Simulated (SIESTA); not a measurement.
# SIESTA run on InN (F-43m, 2 atoms in the cell): self-consistent single point

Method of the run: GGA PBE, numerical atomic orbitals DZP, PseudoDojo PBE standard norm-conserving potentials (rewritten from UPF to PSML) in SIESTA.

This input was run:

```
# files in the folder: In.psml N.psml (PseudoDojo PBE standard)
SystemName  InN
SystemLabel inn

NumberOfAtoms                2
NumberOfSpecies              2
%block ChemicalSpeciesLabel
  1 49 In
  2 7 N
%endblock ChemicalSpeciesLabel
LatticeConstant              1.0 Ang
%block LatticeVectors
     0.000000000    2.502695000    2.502695000
     2.502695000    0.000000000    2.502695000
     2.502695000    2.502695000    0.000000000
%endblock LatticeVectors
AtomicCoordinatesFormat      ScaledCartesian
%block AtomicCoordinatesAndAtomicSpecies
     0.000000000    0.000000000    0.000000000  1
     1.251347500    1.251347500    1.251347500  2
%endblock AtomicCoordinatesAndAtomicSpecies

XC.functional                GGA
XC.authors                   PBE
PAO.BasisSize                DZP
PAO.EnergyShift              0.01 Ry
MeshCutoff                   300 Ry
%block kgrid.MonkhorstPack
   11   0   0  0.0
    0  11   0  0.0
    0   0  11  0.0
%endblock kgrid.MonkhorstPack
OccupationFunction           FD
ElectronicTemperature        1160.45 K

MaxSCFIterations             150
SCF.Mixer.Method             Pulay
SCF.Mixer.Weight             0.2
SCF.Mixer.History            8
SCF.DM.Tolerance             1.0E-04
Diag.ParallelOverK           true
WriteForces                  true
```

Output (repeated stretches shortened):

```
reinit: Reading from file input.fdf

reinit: System Name: InN
reinit: System Label: inn

coor:   Atomic-coordinates input format  =     Cartesian coordinates
coor:                                          (in units of alat)

siesta: Atomic coordinates (Bohr) and species
siesta:      0.00000   0.00000   0.00000  1        1
siesta:      2.36470   2.36470   2.36470  2        2

siesta: System type = bulk

initatomlists: Number of atoms, orbitals, and projectors:      2    31    26

siesta: ******************** Simulation parameters ****************************
redata: Spin configuration                          = none
redata: Time-Reversal Symmetry                      = T
redata: Number of Atomic Species                    =        2
redata: Mesh Cutoff                                 =   300.0000 Ry
redata: Net charge of the system                    =     0.0000 |e|
redata: Min. number of SCF Iter                     =        0
redata: Max. number of SCF Iter                     =      150
redata: SCF convergence failure will abort job
redata: SCF mix quantity                            = Hamiltonian
redata: Mix DM or H after convergence               =   F
redata: Recompute H after scf cycle                 =   F
redata: Mix DM in first SCF step                    =   T
redata: No kicks to SCF
redata: DM Mixing Weight for Kicks                  =     0.5000
redata: Require Harris convergence for SCF          =   F
redata: Harris energy tolerance for SCF             =     0.000100 eV
redata: Require DM convergence for SCF              =   T
redata: DM tolerance for SCF                        =     0.000100
redata: Require EDM convergence for SCF             =   F
redata: EDM tolerance for SCF                       =     0.001000 eV
redata: Require H convergence for SCF               =   T
redata: Hamiltonian tolerance for SCF               =     0.001000 eV
redata: Require (free) Energy convergence for SCF   =   F
redata: (free) Energy tolerance for SCF             =     0.000100 eV
redata: Using DFT-D3 dispersion                     =   F
redata: Using Saved Data (generic)                  =   F
redata: Method of Calculation                       = Diagonalization
redata: Electronic Temperature                      =  1160.4500 K
redata: Number of TDED substeps                     =        3
redata: Dynamics option                             = Single-point calculation
redata: Save all siesta data in one NC              =   F
redata: ***********************************************************************

%block SCF.Mixers
  Pulay
%endblock SCF.Mixers

%block SCF.Mixer.Pulay
  # Mixing method
  method pulay
  variant stable

  # Mixing options
  weight 0.2000
  weight.linear 0.2000
  history 8
%endblock SCF.Mixer.Pulay

DM_history_depth set to one: no extrapolation allowed by default for geometry relaxation
Size of DM history Fstack: 1
Total number of electrons:    18.000000
Total ionic charge:    18.000000

* ProcessorY, Blocksize:    1  32

* Orbital distribution balance (max,min):    31    31

 Kpoints in:          726 . Kpoints trimmed:          666

siesta: k-grid: Number of k-points = 666
siesta: k-points from Monkhorst-Pack grid
siesta: k-cutoff (effective) =    19.466 Ang
siesta: k-point supercell and displacements
siesta: k-grid:    11     0     0      0.000
siesta: k-grid:     0    11     0      0.000
siesta: k-grid:     0     0    11      0.000

diag: Algorithm                                     = D&C
diag: Parallel over k                               =   F
diag: Use parallel 2D distribution                  =   F
diag: Parallel block-size                           = 32
diag: Parallel distribution                         =     1 x     1
diag: Used triangular part                          = Lower
diag: Absolute tolerance                            =  0.100E-15
diag: Orthogonalization factor                      =  0.100E-05
diag: Memory factor                                 =  1.0000

superc: Internal auxiliary supercell:     7 x     7 x     7  =     343
superc: Number of atoms, orbitals, and projectors:    686  10633   8918

                        Single-point calculation

superc: Internal auxiliary supercell:     7 x     7 x     7  =     343
superc: Number of atoms, orbitals, and projectors:    686  10633   8918

outcell: Unit cell vectors (Ang):
        0.000000    2.502695    2.502695
        2.502695    0.000000    2.502695
        2.502695    2.502695    0.000000

outcell: Cell vector modules (Ang)   :    3.539345    3.539345    3.539345
outcell: Cell angles (23,13,12) (deg):     60.0000     60.0000     60.0000
outcell: Cell volume (Ang**3)        :     31.3512
new_DM -- step:     1
Initializing Density Matrix...

Attempting to read DM from file... Failed...
DM filled with atomic data:

InitMesh: MESH = 32 x 32 x 32 = 32768
InitMesh: Mesh cutoff (required, used) =   300.000   338.881 Ry

stepf: Fermi-Dirac step function

        iscf     Eharris(eV)        E_KS(eV)     FreeEng(eV)     dDmax    Ef(eV) dHmax(eV)
   scf:    1    -2078.537697    -2085.943757    -2085.943847  1.750428 -6.111918  9.273202
   scf:    2    -2090.764629    -2088.830667    -2088.831492  0.095908 -5.221716  3.073020
   scf:    3    -2089.432470    -2089.268747    -2089.269627  0.078711 -4.657948  1.088799
   scf:    4    -2089.309402    -2089.292764    -2089.293635  0.071104 -4.783718  0.048365
   scf:    5    -2089.292798    -2089.292818    -2089.293690  0.000669 -4.770532  0.017569
   scf:    6    -2089.292887    -2089.292857    -2089.293729  0.002358 -4.767858  0.001029
   scf:    7    -2089.292857    -2089.292857    -2089.293729  0.000268 -4.767233  0.003613
   scf:    8    -2089.292857    -2089.292857    -2089.293729  0.000239 -4.767709  0.000110
   scf:    9    -2089.292857    -2089.292857    -2089.293729  0.000020 -4.767746  0.000213

SCF Convergence by DM+H criterion
max |DM_out - DM_in|         :     0.0000197974
max |H_out - H_in|      (eV) :     0.0002131898
SCF cycle converged after 9 iterations

Using DM_out to compute the final energy and forces

siesta: E_KS(eV) =            -2089.2929

siesta: E_KS - E_eggbox =     -2089.2929

siesta: Atomic forces (eV/Ang):
     1    0.000459    0.000459    0.000459
     2   -0.000465   -0.000465   -0.000465
   Tot   -0.000005   -0.000005   -0.000005
   Max    0.000465
   Res    0.000462    sqrt( Sum f_i^2 / 3N )
   Max    0.000465    constrained

Stress tensor Voigt[x,y,z,yz,xz,xy] (kbar):      -54.10      -54.10      -54.10       -0.33       -0.33       -0.33
(Free)E + p*V (eV/cell)    -2088.2351
Target enthalpy (eV/cell)    -2089.2937

siesta: Program's energy decomposition (eV):
siesta: Ebs     =      -268.655718
siesta: Eions   =      2655.826785
siesta: Ena     =       281.098624
siesta: Ekin    =      1330.745583
siesta: Enl     =      -428.488219
siesta: Eso     =         0.000000
siesta: Edftu   =         0.000000
siesta: DEna    =        10.785889
siesta: DUscf   =         0.926791
siesta: DUext   =         0.000000
siesta: Ex      =      -589.623345
siesta: Ec      =       -38.911395
siesta: Exc     =      -628.534740
siesta: Eharris =     -2089.292857
siesta: Etot    =     -2089.292857
siesta: FreeEng =     -2089.293729

siesta: Stress tensor (static) (eV/Ang**3):
siesta:    -0.033766   -0.000203   -0.000203
siesta:    -0.000203   -0.033766   -0.000203
siesta:    -0.000203   -0.000203   -0.033766

siesta: Cell volume =         31.351171 Ang**3

siesta: Pressure (static):
siesta:                Solid            Molecule  Units
siesta:           0.00036776          0.00036796  Ry/Bohr**3
siesta:           0.03376618          0.03378462  eV/Ang**3
siesta:          54.09937804         54.12892356  kBar
```

The run converged in 9 iterations.

The starting cell comes from a database of computed structures (which also holds hypothetical and non-ambient phases and stackings), without a prior relaxation at this level. Values carry the incompleteness of an atom-centred basis. With a pressure of about 5 GPa the cell is away from its equilibrium volume at this level. The run gives no clean gap (levels at the Fermi energy touch, overlap or are partly filled at this smearing), which alone does not show that the compound is a metal.
